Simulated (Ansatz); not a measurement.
Subject: the formation energy of GeO2 (quartz type, P3₂21) from the elements. Reaction: Ge (diamond) + O2 (gas) → GeO2 (quartz type). Negative: the products are lower in energy. The value is per atom of the solid.

GeO2 (quartz type, P3₂21), 9 atoms in the cell, k-point mesh 12×12×6 on the run's own vectors.
```
GeO2
1.0
    5.09178     0.00000     0.00000
   -2.54589     4.40961     0.00000
    0.00000     0.00000     5.76853
Ge O
3 6
Cartesian
  1.38613   2.40084   2.88427
  2.31952   0.00000   0.96142
  3.93202   2.00876   4.80711
  0.50788   1.75151   4.28026
  0.77510   3.97369   2.35741
 -1.28298   3.09402   0.43457
  1.26291   1.31559   1.48828
  3.05377   2.65810   3.41112
  3.32099   0.43592   5.33397
```

Ge (diamond, Fd-3m), 2 atoms in the cell, k-point mesh 10×10×10 on the run's own vectors. Conventional cell: a = b = c = 5.762 Å, α = β = γ = 90.00°.

An isolated O2 molecule (triplet) in a box of 11 × 11 × 13 Å.

Plane-wave PAW calculations with Ansatz (a first-principles code), its PAW set soft_1, cutoff 420 eV. The structures are at rest with PBE; other levels are single points on them. HSE06 runs on coarser k-point meshes, mended by the PBE difference between the two meshes. Neutral cells; Fermi-Dirac smearing of at most 0.05 eV in the solids, energies taken to zero width. The lattices are those relaxed with PBE, so at other levels the solids can be strained, which adds to the spread. A dispersion term (D3(BJ), or D4 for r2SCAN) was computed beside these levels and is taken off wherever the name lacks it. Space groups of crystals are read within 0.01 Å. Static lattices, no vibrational contributions. The structures are the rest points that the relaxations reached, not proven lowest.

**Question.** Estimate the value that HSE06 returns for this input.

**Answer.** -1.68 eV/atom, for Ge (diamond) + O2 (gas) → GeO2 (quartz type).

**Question.** List the value at the remaining levels and say how far they part.

**Answer.** 
```tsv
Functional	value (eV/atom)	less HSE06
PBE	-1.58	0.10
```

The levels shown span 0.10 eV/atom, from HSE06 (-1.68) to PBE (-1.58).
